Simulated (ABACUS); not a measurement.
# Sb (P-1) in ABACUS: further runs, part 2 of 2

ABACUS 3.10.1.

### Step 5. Single point, r2SCAN

INPUT

```
INPUT_PARAMETERS
suffix              Sb
calculation         scf
basis_type          pw
pseudo_dir          ./
symmetry            1
dft_functional      MGGA_X_R2SCAN+MGGA_C_R2SCAN
ecutwfc             81
pseudo_rcut         7
nspin               1
nbands              18
ks_solver           dav
smearing_method     fd
smearing_sigma      0.00367493
scf_thr             1e-08
scf_nmax            100
mixing_type         broyden
mixing_beta         0.7
cal_force           1
cal_stress          1
mixing_tau          1
out_chg             1
kpar                4
```

STRU

```
ATOMIC_SPECIES
Sb 121.7600 Sb_ONCV_PBE-1.2.upf

LATTICE_CONSTANT
1.8897261246

LATTICE_VECTORS
-1.5948718800 1.5512544700 2.7276667100
1.5472171300 -1.5649253900 2.7079107700
1.6154168300 1.5854703400 -2.7356140700

ATOMIC_POSITIONS
Direct

Sb
0.0
1
0.0000000000 0.0000000000 0.0000000000 1 1 1
```

KPT

```
K_POINTS
0
Gamma
7 7 8 0 0 0
```

Potentials or basis: SG15 ONCV 1.2 PBE, plane waves.

The run is started by

```console
OMP_NUM_THREADS=1 mpirun -np 4 abacus > log
```

running log:

```text
ABACUS v3.10.1

               Atomic-orbital Based Ab-initio Computation at UStc

 ------------------------------------------------------------------------------------

 READING GENERAL INFORMATION
                           global_out_dir = OUT.Sb/
                           global_in_card = INPUT
                               pseudo_dir = ./
                              orbital_dir =
                                    DSIZE = 4
                                    GSIZE = 1

 READING UNITCELL INFORMATION
                                    ntype = 1
                  lattice constant (Bohr) = 1.88973
              lattice constant (Angstrom) = 1

 READING ATOM TYPE 1
                               atom label = Sb
                      L=0, number of zeta = 1
                      L=1, number of zeta = 1
                      L=2, number of zeta = 1
             number of atom for this type = 1

                        TOTAL ATOM NUMBER = 1
DIRECT COORDINATES
    atom                   x                   y                   z     mag                  vx                  vy                  vz
taud_Sb1            0.0000000000        0.0000000000        0.0000000000  0.0000        0.0000000000        0.0000000000        0.0000000000

                          Volume (Bohr^3) = 181.921
                             Volume (A^3) = 26.9579

 Lattice vectors: (Cartesian coordinate: in unit of a_0)
             -1.59487            +1.55125            +2.72767
             +1.54722            -1.56493            +2.70791
             +1.61542            +1.58547            -2.73561
 Reciprocal vectors: (Cartesian coordinate: in unit of 2 pi/a_0)
         -0.000455535           +0.319275           +0.184772
            +0.317838         -0.00160861           +0.186756
            +0.314166           +0.316755         +0.00355101
 The esolver type has been set to : ksdft_pw

                PAO radial cut off (Bohr) = 7

 Read in pseudopotential file is Sb_ONCV_PBE-1.2.upf
                     pseudopotential type = NC
          exchange-correlation functional = PBE
                 nonlocal core correction = 0
                        valence electrons = 15
                                     lmax = 2
                           number of zeta = 0
                     number of projectors = 6
                           L of projector = 0
                           L of projector = 0
                           L of projector = 1
                           L of projector = 1
                           L of projector = 2
                           L of projector = 2
 XC functional updated to : MGGA_X_R2SCAN+MGGA_C_R2SCAN
          exchange-correlation functional = MGGA_X_R2SCAN+MGGA_C_R2SCAN
     initial pseudo atomic orbital number = 0

 SETUP THE ELECTRONS NUMBER
            electron number of element Sb = 15
      total electron number of element Sb = 15
            AUTOSET number of electrons:  = 15
                           occupied bands = 8
                                   NBANDS = 18
                                   NLOCAL = 9

%%%%%%%%%%%%%%%%%%%%%%%%%%%%%%%%%%%%%%%%%%%%%%%%%%%%%%%%%%%%%%%%%%%%%%%%%%%%%%%%%%%%%%%%%%%%%%%%%%%%%%%%%%
 Warning: the number of valence electrons in pseudopotential > 5 for Sb: [Kr] 4d10 5s2 5p3
 Pseudopotentials with additional electrons can yield (more) accurate outcomes, but may be less efficient.
 If you're confident that your chosen pseudopotential is appropriate, you can safely ignore this warning.
%%%%%%%%%%%%%%%%%%%%%%%%%%%%%%%%%%%%%%%%%%%%%%%%%%%%%%%%%%%%%%%%%%%%%%%%%%%%%%%%%%%%%%%%%%%%%%%%%%%%%%%%%%

 SETUP THE PLANE WAVE BASIS
 energy cutoff for charge/potential (unit:Ry) = 324
            fft grid for charge/potential = [ 40, 40, 40 ]
                        fft grid division = [ 1, 1, 1 ]
        big fft grid for charge/potential = [ 40, 40, 40 ]
                                     nbxx = 64000
                                     nrxx = 64000

 SETUP PLANE WAVES FOR CHARGE/POTENTIAL
                    number of plane waves = 17865
[... 83 lines left out ...]
                        ROTATION MATRICES = 2
                               nkstot_ibz = 197
K-POINTS REDUCTION ACCORDING TO SYMMETRY
     IBZ    DIRECT_X    DIRECT_Y    DIRECT_Z  WEIGHT  ibz2bz
       1  0.00000000  0.00000000  0.00000000  0.0026       0
       2  0.14285714  0.00000000  0.00000000  0.0051       1
       3  0.28571429  0.00000000  0.00000000  0.0051       2
       4  0.42857143  0.00000000  0.00000000  0.0051       3
       5  0.00000000  0.14285714  0.00000000  0.0051       7
       6  0.14285714  0.14285714  0.00000000  0.0051       8
[... 22 lines left out ...]
      29  0.42857143  0.00000000  0.12500000  0.0051      52
      30  0.42857143  0.00000000 -0.12500000  0.0051      53
[... 167 further k points ...]

                               nkstot now = 197
[... K-POINTS DIRECT COORDINATES: 197 rows ...]

           k-point number in this process = 50
       minimum distributed K point number = 49
[... stars of the k points ...]

[... K-POINTS CARTESIAN COORDINATES: 50 rows ...]

[... K-POINTS DIRECT COORDINATES: 50 rows ...]

 SETUP PLANE WAVES FOR WAVE FUNCTIONS
     energy cutoff for wavefunc (unit:Ry) = 81
              fft grid for wave functions = [ 40, 40, 40 ]
                    number of plane waves = 3067
                         number of sticks = 347

 PARALLEL PW FOR WAVE FUNCTIONS
     PROC   COLUMNS(POT)             PW
        1            347           3067
 --------------- sum -------------------
        1            347           3067

 SETUP NONLOCAL PSEUDOPOTENTIALS IN PLANE WAVE BASIS
 Sb non-local projectors:
 projector 1 L=0
 projector 2 L=0
 projector 3 L=1
 projector 4 L=1
 projector 5 L=2
 projector 6 L=2
      TOTAL NUMBER OF NONLOCAL PROJECTORS = 18

 Init Non-Local PseudoPotential table :
 Init Non-Local-Pseudopotential done.

                                     npwx = 2259

 -------------------------------------------
 SELF-CONSISTENT
 -------------------------------------------
                                 init_chg = atomic

 PW ALGORITHM --------------- ION=   1  ELEC=   1--------------------------------
 Notice: Threshold on eigenvalues was too large.
 hsover_error=0.15 > DRHO=0.00640498
 Origin diag ethr = 0.01
 New diag ethr = 4.26999e-05

 Density error is 0.00634134477777
                          Error Threshold = 4.26998605606e-05
----------------------------------------------------------
     Energy           Rydberg                 eV
----------------------------------------------------------
 E_KohnSham     -140.3108912938      -1909.0276130542
 E_Harris       -139.7941307233      -1901.9967247931
 E_Fermi        1.0198695362         13.8760369089
----------------------------------------------------------
[... 51 lines left out ...]
 Density error is 6.81325151266e-09
                          Error Threshold = 1.27848239641e-09
----------------------------------------------------------
     Energy           Rydberg                 eV
----------------------------------------------------------
 E_KohnSham     -140.3472814646      -1909.5227267286
 E_KS(sigma->0) -140.3470473064      -1909.5195408430
 E_Harris       -140.3467628855      -1909.5156710971
 E_band         -8.0278029584        -109.2238626556
 E_one_elec     -34.1852509276       -465.1142001747
 E_Hartree      23.5873061574        320.9217642108
 E_xc           -15.2370140286       -207.3102112953
 E_Ewald        -114.5118543494      -1558.0137076984
 E_entropy(-TS) -0.0004683164        -0.0063717711
 E_descf        0.0000000000         0.0000000000
 E_exx          0.0000000000         0.0000000000
 E_Fermi        1.0254894066         13.9524991685
----------------------------------------------------------

 charge density convergence is achieved
 final etot is -1909.5227267 eV
 EFERMI = 13.952499169 eV

 STATE ENERGY(eV) AND OCCUPATIONS    NSPIN == 1
 1/50 kpoint (Cartesian) = 0.0000 0.0000 0.0000 (2237 pws)
       1       -15.1754     0.00510204
       2       -15.1355     0.00510204
       3       -15.0863     0.00510204
       4       -15.0808     0.00510204
       5       -14.9999     0.00510204
       6       0.316601     0.00510204
[... 98 lines left out ...]
       5       -15.0142      0.0102041
       6        1.37765      0.0102041
[... 10 lines left out ...]
      17        34.0632        0.00000
      18        35.4788        0.00000

[... levels at 44 further k points ...]

------------------------------------------------------------------------------------------
 TOTAL-FORCE (eV/Angstrom)
------------------------------------------------------------------------------------------
                       Sb1         0.0000000000         0.0000000000         0.0000000000
------------------------------------------------------------------------------------------

----------------------------------------------------------------
 TOTAL-STRESS (KBAR)
----------------------------------------------------------------
        -1.5386420462         3.9793757197       -11.8645975777
         3.9793757197         1.5560465843        -8.9407567392
       -11.8645975777        -8.9407567392         9.3527078927
----------------------------------------------------------------
 TOTAL-PRESSURE: 3.123371 KBAR

 --------------------------------------------
 !FINAL_ETOT_IS -1909.5227267285711150 eV
 --------------------------------------------
```

It took 1.9 min on 4 MPI ranks of Intel Xeon 6975P-C (Granite Rapids), shared host; peak memory 0.44 GiB.

Results:

- Free energy: -1909.5227 eV
- Pressure: 0.3 GPa
- Band gap on the k mesh: none (metal or under the smearing width)

Caveat: the potentials were made for another functional, which shifts forces and pressure.

### Step 6. The runs side by side

```csv
level,gap on the mesh (eV),pressure (GPa)
LDA,none,-3.5
PBEsol,none,-1.5
SCAN,none,-0.2
r2SCAN,none,0.3
```

Alike in all rows: task single point; potentials or basis SG15 ONCV 1.2 PBE, plane waves; no spin polarisation; cell as given; k mesh 7 × 7 × 8; cutoff (eV) 1102; smearing fermi-dirac 0.05 eV.

Every run on the cell as given and a fine mesh finds a metal. The pressure there spans -3.5 GPa (LDA) to 0.3 GPa (r2SCAN); a positive pressure means that this level wants a larger cell, a negative one a smaller.

Caveats: the potentials were made for another functional, which shifts forces and pressure.

Total energies depend on the potentials used, so only differences within one code and one set of settings carry meaning.
